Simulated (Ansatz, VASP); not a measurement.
## Pd in VASP and in Ansatz

File POSCAR:

```
Pd
1.0
   -1.5722810000      1.5722810000      1.5722810000
    1.5722810000     -1.5722810000      1.5722810000
    1.5722810000      1.5722810000     -1.5722810000
Pd
1
Direct
    0.0000000000      0.0000000000      0.0000000000
```

File INCAR.step1:

```
SYSTEM = Pd
PREC     = Accurate       ! precision mode
ENCUT    = 600            ! plane-wave cutoff, eV
ISMEAR   = -1             ! smearing method
SIGMA    = 0.05           ! smearing width, eV
LREAL    = .FALSE.        ! projectors in reciprocal space
LASPH    = .TRUE.         ! aspherical terms in the spheres
NELM     = 60             ! most SCF steps
GGA      = PE             ! functional
ALGO     = Normal         ! electronic algorithm
EDIFF    = 1E-4           ! SCF threshold, eV
LWAVE    = .TRUE.         ! write WAVECAR
LCHARG   = .FALSE.        ! write CHGCAR
```

Contents of INCAR.step2:

```
SYSTEM = Pd
PREC     = Accurate       ! precision mode
ENCUT    = 600            ! plane-wave cutoff, eV
EDIFF    = 1E-6           ! SCF threshold, eV
ISMEAR   = -1             ! smearing method
SIGMA    = 0.05           ! smearing width, eV
LREAL    = .FALSE.        ! projectors in reciprocal space
LASPH    = .TRUE.         ! aspherical terms in the spheres
NELM     = 60             ! most SCF steps
ALGO     = Normal         ! electronic algorithm
ISIF     = 3              ! what is computed and relaxed
LWAVE    = .FALSE.        ! write WAVECAR
LCHARG   = .FALSE.        ! write CHGCAR
METAGGA  = R2SCAN         ! meta-GGA
LMIXTAU  = .TRUE.       
IBRION   = 2              ! ionic algorithm
NSW      = 60             ! ionic steps
EDIFFG   = -0.01          ! ionic threshold
ISTART   = 1
```

KPOINTS

```
regular mesh
0
G
  12 12 12
  0 0 0
```

File input.yaml:

```yaml
crystal:
  lattice:
    - [-1.572281, 1.572281, 1.572281]
    - [1.572281, -1.572281, 1.572281]
    - [1.572281, 1.572281, -1.572281]
  atoms:
    - { symbol: Pd, position: [0.0, 0.0, 0.0] }
hamiltonian:
  xc: r2scan
  pseudopotentials: { kind: paw }
kpoints:
  mp_grid: { grid: [12, 12, 12] }
scf:
  occupations: { method: fermi_dirac, width: 0.05 }
output:
  forces: true
  stress: true
  eigenvalues: true
  write_density: true
  write_potential: true
  elf: true
  volumetric_format: npy
relax:
  f_tol: 0.01
  max_steps: 40
  cell: { stress_tol: 0.05 }
```

This isn't the form of Pd at room conditions, which is fcc.

Alike in both runs: task relaxation of cell and atoms; functional r2SCAN; k mesh 12 × 12 × 12; occupations fermi-dirac, width 0.05 eV; no spin polarisation.

```csv
,VASP,Ansatz
version,VASP 6.6.1,Ansatz 0.2.0
potentials or method,"VASP PAW PBE potentials, release 64 (Pd)",Ansatz PAW
plane-wave cutoff (eV),600,500
valence electrons in the cell,10,18
```

|  | VASP | Ansatz | Ansatz less VASP |
| --- | --- | --- | --- |
| gap on the k mesh at the Fermi level, each at its own relaxed structure (eV) | none | none | - |
| relaxed volume (Å³/atom) | 15.08 | 15.03 | -0.049 |
| relaxed cell length with the largest relative difference (Å) | 2.696 | 2.693 | -0.0029 |
| energy change over the relaxation (meV/atom) | -8 | -9 | -1.6 |

A gap of «none» marks a metal or a gap that the smearing closes. The two sets of potentials don't hold the same shells in valence.

Caveats: the PAW data sets were made with another functional, which shifts forces and pressure a little (VASP); the plane-wave basis is chosen anew once the cell has moved, so the energies of steps on either side of that aren't comparable (Ansatz); the PAW data sets come from PBE, with cores solved anew for the run's functional, which leaves a small shift of forces and pressure (Ansatz).
